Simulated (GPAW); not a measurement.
HfO2:

```
CELL_PARAMETERS angstrom
0.00000 2.55750 2.55750
2.55750 0.00000 2.55750
2.55750 2.55750 0.00000
ATOMIC_POSITIONS crystal
Hf 0.00000 0.00000 0.00000
O 0.75000 0.75000 0.75000
O 0.25000 0.25000 0.25000
```

Measurements of this composition are mostly on another form, of space group No. 14.

Base run:

| Property | Result |
| --- | --- |
| Program | GPAW 26.7.0 |
| Functional | PBE |
| Potentials or basis | GPAW PAW data sets (gpaw-data 1.2.1) |
| Cutoff | 800 eV |
| Basis | pw |
| k mesh | 9 × 9 × 9 |
| Occupations | fermi-dirac, width 0.05 eV |
| Spin | no spin polarisation |

Its results: band gap on the k mesh 3.84 eV, indirect (least direct gap 3.95 eV); pressure -2.8 GPa.

Question: The run is repeated on the same cell with these changes: functional from PBE to BLYP; potentials or basis from GPAW PAW data sets (gpaw-data 1.2.1) to PAW data sets generated in the run's folder for this functional. What comes out?

Answer: Band gap on the k mesh 3.89 eV, indirect (least direct gap 4.02 eV); pressure 2.1 GPa.

Caveats: spin-orbit coupling is left out, which moves the levels of the heavy elements; the mesh misses the band edges, which the band path finds closer together (some runs).
